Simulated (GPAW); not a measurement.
The system is GaN.

```
Ga N
1.0
     3.18000    0.00000    0.00000
    -1.59000    2.75396    0.00000
     0.00000    0.00000    5.16600
Ga N
2 2
Direct
  0.66667 0.33333 0.50000
  0.33333 0.66667 0.00000
  0.66667 0.33333 0.87500
  0.33333 0.66667 0.37500
```

Base run:

- Program: GPAW 26.7.0
- Functional: OLYP
- Potentials or basis: PAW data sets generated in the run's folder for this functional
- Cutoff: 800 eV
- Basis: pw
- k mesh: 7 × 7 × 4
- Occupations: fermi-dirac, width 0.05 eV
- Spin: spin-orbit coupling, no magnetisation

Its results: band gap on the k mesh 2.25 eV, direct; pressure 15.9 GPa; largest force 0.195 eV/Å.

Q: The run is repeated on the same cell with these changes: functional from OLYP to PBEint; band points from 100 to 80. What comes out?

A: Band gap on the k mesh 2.03 eV, direct; pressure 11.6 GPa; largest force 0.181 eV/Å.

Caveats: spin-orbit coupling was added after a scalar SCF, so levels and gaps hold it while energy, forces, pressure and moments don't; this program's spin-orbit splittings come out too wide for heavy elements; so large a pressure means that the cell lies far from this level's equilibrium, or that cutoff or potentials fall short (some runs).
